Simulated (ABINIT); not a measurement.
# PbSe (Clausthalite): G0W0 with ABINIT, start to end

How does a plane-wave GW calculation on PbSe (Clausthalite) run from the first input to the gap?

Main program and level: ABINIT 10.8.3; PBE and many-body steps on it, plane waves.

Most raw output is cut from this account.

**1. Set-up**

Symmetry: Fm-3m, No. 225, cubic system. Conventional cell: a = 6.121 Å, b = 6.121 Å, c = 6.121 Å, α = 90.00°, β = 90.00°, γ = 90.00°. Nearest to Pb lie 6 Se at 3.06 Å. Nearest to Se lie 6 Pb at 3.06 Å. Farther neighbours and most contacts between anions are not listed.

The cell and positions come from the Crystallography Open Database and are kept as given unless a step says otherwise. Spin-orbit coupling is left out unless a step names it.

**2. Ground state**

This step: ABINIT 10.8.3; DFT, PBE, plane waves, norm-conserving pseudopotentials.

The ground-state density comes first.

Input file run.abi:

```
acell 3*1.0 Angstrom
rprim 
  -0.000000000000 3.060650000000 3.060650000000
  3.060650000000 0.000000000000 3.060650000000
  3.060650000000 3.060650000000 -0.000000000000
ntypat 2
znucl 82 34
natom 2
typat 1 2
xred 
  0.000000000000 0.000000000000 0.000000000000
  0.500000000000 0.500000000000 0.500000000000
pp_dirpath "pseudos"
pseudos "Pb.upf, Se.upf"
ecut 48
ngkpt 6 6 6
nshiftk 1
shiftk 0 0 0
kptopt 1
chksymbreak 0
nband 28
occopt 1
tolvrs 1e-10
nstep 60
prtwf 0
optforces 0
optstress 0
indata_prefix "in"
outdata_prefix "out"
tmpdata_prefix "tmp"
```

The run is started by

```sh
> OMP_NUM_THREADS=1 mpirun -n 8 abinit run.abi > log
```

Wall time 19 s (8 MPI ranks of Intel Xeon Platinum 8488C (Sapphire Rapids), shared host); peak memory 0.84 GiB.

Numbers from this step:

```yaml
total_energy: -14914.3087 eV
gap: 0.2961 eV
k_of_the_valence_top: 0.5, 0, 0
k_of_the_conduction_bottom: 0.5, 0, 0
least_direct_gap: 0.2961 eV
```

The gap is direct, at (0.500, 0.000, 0.000).

**3. Bands along the symmetry lines**

The cheap functional maps the bands first; the places of the edges decide which points the dearer methods must see.

Input file run.abi:

```
acell 3*1.0 Angstrom
rprim 
  -0.000000000000 3.060650000000 3.060650000000
  3.060650000000 0.000000000000 3.060650000000
  3.060650000000 3.060650000000 -0.000000000000
ntypat 2
znucl 82 34
natom 2
typat 1 2
xred 
  0.000000000000 0.000000000000 0.000000000000
  0.500000000000 0.500000000000 0.500000000000
pp_dirpath "pseudos"
pseudos "Pb.upf, Se.upf"
ecut 48
iscf -2
irdden 1
kptopt 0
nkpt 50
kpt 
  0.00000000 0.00000000 0.00000000
  0.06250000 0.00000000 0.06250000
  0.12500000 0.00000000 0.12500000
  0.18750000 0.00000000 0.18750000
  0.25000000 0.00000000 0.25000000
  0.31250000 0.00000000 0.31250000
  0.37500000 0.00000000 0.37500000
  0.43750000 0.00000000 0.43750000
  0.50000000 0.00000000 0.50000000
  0.51562500 0.03125000 0.51562500
  0.53125000 0.06250000 0.53125000
  0.54687500 0.09375000 0.54687500
  0.56250000 0.12500000 0.56250000
  0.57812500 0.15625000 0.57812500
  0.59375000 0.18750000 0.59375000
  0.60937500 0.21875000 0.60937500
  0.62500000 0.25000000 0.62500000
  0.37500000 0.37500000 0.75000000
  0.32812500 0.32812500 0.65625000
  0.28125000 0.28125000 0.56250000
  0.23437500 0.23437500 0.46875000
  0.18750000 0.18750000 0.37500000
  0.14062500 0.14062500 0.28125000
  0.09375000 0.09375000 0.18750000
  0.04687500 0.04687500 0.09375000
  0.00000000 0.00000000 0.00000000
  0.06250000 0.06250000 0.06250000
  0.12500000 0.12500000 0.12500000
  0.18750000 0.18750000 0.18750000
  0.25000000 0.25000000 0.25000000
  0.31250000 0.31250000 0.31250000
  0.37500000 0.37500000 0.37500000
  0.43750000 0.43750000 0.43750000
  0.50000000 0.50000000 0.50000000
  0.50000000 0.46875000 0.53125000
  0.50000000 0.43750000 0.56250000
  0.50000000 0.40625000 0.59375000
  0.50000000 0.37500000 0.62500000
  0.50000000 0.34375000 0.65625000
  0.50000000 0.31250000 0.68750000
  0.50000000 0.28125000 0.71875000
  0.50000000 0.25000000 0.75000000
  0.50000000 0.21875000 0.71875000
  0.50000000 0.18750000 0.68750000
  0.50000000 0.15625000 0.65625000
  0.50000000 0.12500000 0.62500000
  0.50000000 0.09375000 0.59375000
  0.50000000 0.06250000 0.56250000
  0.50000000 0.03125000 0.53125000
  0.50000000 0.00000000 0.50000000
istwfk *1
nband 30
nbdbuf 2
tolwfr 1e-08
nstep 40
prtwf 0
prtvol 0
indata_prefix "in"
outdata_prefix "out"
tmpdata_prefix "tmp"
```

Elapsed: 31 s, on 8 MPI ranks; peak memory 0.77 GiB.

Numbers from this step:

* gap: 0.2961 eV
* k of the valence top: 0.5, 0.5, 0.5
* k of the conduction bottom: 0.5, 0.5, 0.5
* least direct gap: 0.2961 eV

The gap is 0.296 eV, as in the run before at this level.

The electronic bands at the labelled points (eV, zero at the top of the highest filled band):

```csv
point,band 20,band 21,band 22,band 23,band 24,band 25,band 26,band 27
Γ,-6.31,-1.88,-1.88,-1.88,4.71,4.71,4.71,6.53
halfway,-7.38,-2.60,-2.60,-1.63,2.40,4.56,4.76,4.76
X,-7.38,-4.98,-3.23,-3.23,3.70,5.61,5.61,6.05
halfway,-7.60,-4.87,-3.10,-2.99,3.86,5.10,5.33,5.88
U,-8.04,-4.57,-2.72,-2.39,3.40,4.02,5.44,5.84
jump to K,-8.04,-4.57,-2.72,-2.39,3.40,4.02,5.44,5.84
halfway,-7.80,-2.89,-1.38,-0.43,1.26,2.18,4.21,7.16
Γ,-6.31,-1.88,-1.88,-1.88,4.71,4.71,4.71,6.53
halfway,-7.57,-1.72,-1.72,-1.05,2.17,2.92,2.92,6.54
L,-8.80,-1.47,-1.47,0.00,0.30,1.70,1.70,8.55
halfway,-8.47,-3.25,-2.87,-0.82,1.40,3.43,4.11,7.63
W,-8.02,-4.23,-4.23,-0.79,1.89,4.95,4.95,7.74
halfway,-7.73,-4.77,-3.56,-2.24,3.83,4.12,5.72,6.14
X,-7.38,-4.98,-3.23,-3.23,3.70,5.61,5.61,6.05
```

**4. Empty states on the mesh, 4×4×4 mesh, 1170 bands**

The sums over transitions need many empty states on a uniform mesh; this step solves for them.

Input file run.abi:

```
acell 3*1.0 Angstrom
rprim 
  -0.000000000000 3.060650000000 3.060650000000
  3.060650000000 0.000000000000 3.060650000000
  3.060650000000 3.060650000000 -0.000000000000
ntypat 2
znucl 82 34
natom 2
typat 1 2
xred 
  0.000000000000 0.000000000000 0.000000000000
  0.500000000000 0.500000000000 0.500000000000
pp_dirpath "pseudos"
pseudos "Pb.upf, Se.upf"
ecut 48
ngkpt 4 4 4
nshiftk 1
shiftk 0 0 0
kptopt 1
chksymbreak 0
iscf -2
irdden 1
istwfk *1
nband 1170
nbdbuf 106
tolwfr 1e-09
nstep 60
prtvol 0
indata_prefix "in"
outdata_prefix "out"
tmpdata_prefix "tmp"
```

It took 22 min on 8 MPI ranks; peak memory 2.4 GiB; 3 h of CPU time.

This step gave:

```yaml
gap: 0.2961 eV
k_of_the_valence_top: 0.5, 0, 0
k_of_the_conduction_bottom: 0.5, 0, 0
least_direct_gap: 0.2961 eV
k_points_computed: 8
lowest_point_of_the_top_converged_band_above_the_valence_top: 386.8001 eV
```

On this mesh the gap is 0.296 eV.

**5. Screening, 4×4×4 mesh, 447 bands, screening to 283 eV**

The RPA dielectric matrix is built and inverted for each q.

This step: RPA screening on PBE, plane waves, norm-conserving pseudopotentials.

run.abi: that of step 4 with these lines changed.

```diff
@@ -20,10 +20,11 @@
 chksymbreak 0
-iscf -2
-irdden 1
 istwfk *1
-nband 1170
-nbdbuf 106
-tolwfr 1e-09
-nstep 60
-prtvol 0
+occopt 1
+irdwfk 1
+optdriver 3
+nband 447
+ecuteps 10.4
+inclvkb 2
+awtr 1
+symchi 1
 indata_prefix "in"
```

It took 7.9 min on 8 MPI ranks; peak memory 6.7 GiB.

This step gave:

- ε∞ with local fields, on this mesh, along the program's q direction: 107.3
- the same without local fields: 117.0
- plasma frequency: 33.26 eV
- plane waves in the screening matrix: 609

Local fields lower ε∞ by 8 %. The value itself is an artefact of the mesh, where one narrow direct gap carries too much weight.

**6. Self-energy, 4×4×4 mesh, 447 bands, screening to 283 eV**

The self-energy is evaluated for the states that the input lists, and the levels follow from it, in one-shot runs by the linearised quasiparticle equation.

This step: G0W0 on PBE, plane waves, norm-conserving pseudopotentials.

run.abi: that of step 5 with these lines changed.

```diff
@@ -23,8 +23,17 @@
 irdwfk 1
-optdriver 3
+optdriver 4
 nband 447
+gwcalctyp 0
+ecutsigx 48
+symsigma 1
+nkptgw 2
+kptgw 
+  0.5000000000 0.0000000000 0.0000000000
+  0.0000000000 0.0000000000 0.0000000000
+bdgw 
+  21 26
+  21 26
 ecuteps 10.4
-inclvkb 2
-awtr 1
-symchi 1
+irdscr 1
+ppmodel 1
 indata_prefix "in"
```

It took 1.8 min on 8 MPI ranks; peak memory 6.5 GiB; 14 min of CPU time.

This step gave:

```
G0W0 gap on the points computed              : 0.4610 eV
starting gap on the mesh                     : 0.2961 eV
k of the valence top                         : 0.5, 0, 0
k of the conduction bottom                   : 0.5, 0, 0
Z at the valence top                         : 0.797
Z at the conduction bottom                   : 0.812
least direct G0W0 gap on the computed points : 0.4610 eV
```

The gap on the mesh goes from 0.30 eV to 0.46 eV, a correction of +0.16 eV.

Limits: finite bands, cutoff and mesh; model gap, bands may invert with spin-orbit coupling; no spin-orbit coupling; coarse k mesh. v1 is the top filled band, c1 the lowest empty one. Levels before and after the correction, in eV, zero at the valence-band top of each column:

```csv
,conduction bottom,valence top
Kohn-Sham,0.30,0.00
G0W0,0.46,0.00
```

```csv
,level,energy (eV)
Kohn-Sham,(0.5 0 0) v3-v2,-1.469
Kohn-Sham,(0.5 0 0) v1,0.000
Kohn-Sham,(0.5 0 0) c1,0.296
Kohn-Sham,(0.5 0 0) c2-c3,1.703
G0W0,(0.5 0 0) v3-v2,-1.650
G0W0,(0.5 0 0) v1,0.000
G0W0,(0.5 0 0) c1,0.461
G0W0,(0.5 0 0) c2-c3,1.986
```

**7. Where the time went**

Times are wall times on 8 MPI ranks of Intel Xeon Platinum 8488C (Sapphire Rapids), shared host, good to a factor of about two.

```csv
step,time,share,memory (GiB)
ground state,19 s,1 %,0.84
bands along the symmetry lines,31 s,2 %,0.77
empty states on the mesh,22 min,68 %,2.4
screening,7.9 min,24 %,6.7
self-energy,1.8 min,5 %,6.5
```

**8. Outcome**

- PBE gap: 0.30 eV, direct
- G0W0 gap on the mesh: 0.46 eV
- GW settings: 4×4×4 mesh, 447 bands, screening to 283 eV, Godby-Needs plasmon pole
- known limits: not at the basis limit; model gap, bands may invert with spin-orbit coupling; screening runs away on this mesh; no spin-orbit coupling; coarse k mesh

What this shows: G0W0 moves the gap on the mesh from 0.30 eV to 0.46 eV (+0.16 eV), with Z of 0.80 and 0.81 at the edges. Local fields lower the RPA ε∞ on this mesh from 117.04 to 107.30. Only 2 of the mesh's irreducible points were corrected, so a valley elsewhere could overtake. The dearest step here is «empty states on the mesh». Bands and cutoff are finite, so the gap is not at the basis limit. The miss can reach some tenths of an eV and take either sign; the mesh is an error of its own. In the G0W0 run levels were corrected at 2 k points alone, so a gap called «on the mesh» is the least over those, and an edge elsewhere would be missed. The 4×4×4 mesh is coarse for this cell, which bears on the long-range parts of exchange and screening. Where an edge is built on 6p states of lead, bismuth or thallium, scalar-relativistic gaps usually stand too wide, by a few tenths to over one eV. With atoms this heavy and so narrow a gap, spin-orbit coupling can invert the bands. These scalar-relativistic gaps are then model values, not to be set against experiment, and a spin-orbit change taken from DFT can't simply be added. On this mesh the RPA ε∞ passes 90, more than nearly any semiconductor shows; a coarse mesh does this where one point with a narrow direct gap carries much weight. The screening is then too strong, and the G0W0 gap should not be taken as the material's.

[Paths, hosts, dates, memory and timing lines, banners, echoed tables and standing remarks are left out of the program output.]

[Logs are printed without paths, hosts, clocks, repeated set-up lines and the standing remarks that a program may print on its own settings, such as how far it seeks lower states.]

[Runs of the session that timed out or met a known fault of the program may be left out.]

[Hosts, paths, dates, database ids (printed as entryN), source tags and the programs' standing remarks are cut or masked in the printed files.]

[G0W0 gaps are taken among the corrected bands and points alone; a level outside them can change the order at an edge.]

[Where Ansatz stands beside ABINIT at settings called matched, ABINIT's density can come from a denser mesh and the files from another edition; pairs whose starting gaps differed by over 0.03 eV were left out, so agreement reads better than it is.]
